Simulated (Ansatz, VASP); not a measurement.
# Two plane-wave programs on MgH2

```xyz
3
Lattice="3.2698 0.0000 0.0000 0.0000 3.2698 0.0000 0.0000 0.0000 2.6821" Properties=species:S:1:pos:R:3 pbc="T T T"
Mg    1.6349    1.6349    0.0000
H     0.0000    1.6349    1.3411
H     1.6349    0.0000    1.3411
```

Alike in both runs: functional PBE; k mesh 6 × 6 × 6; occupations gaussian, width 0.1 eV; no spin polarisation.

Ansatz relaxed the structure, and its values are those at the end. VASP's run is a single point on that final structure, the one shown.

|  | VASP | Ansatz |
| --- | --- | --- |
| version | VASP 6.6.1 | Ansatz 0.2.0 |
| potentials or method | VASP PAW PBE potentials, release 64 (Mg, H) | scalar-relativistic, plane waves, PAW |
| plane-wave cutoff (eV) | 520 | 420 |
| valence electrons in the cell | 4 | 12 |

|  | VASP | Ansatz | Ansatz less VASP |
| --- | --- | --- | --- |
| gap on the k mesh at the Fermi level (eV) | none | none | - |
| pressure (GPa) | -0.3 | 0.0 | +0.31 |

A gap of «none» marks a metal or a gap that the smearing closes. The two sets of potentials don't hold the same shells in valence.

Caveats: the k mesh is coarse (spacing up to 0.39 Å⁻¹), so the values aren't converged.
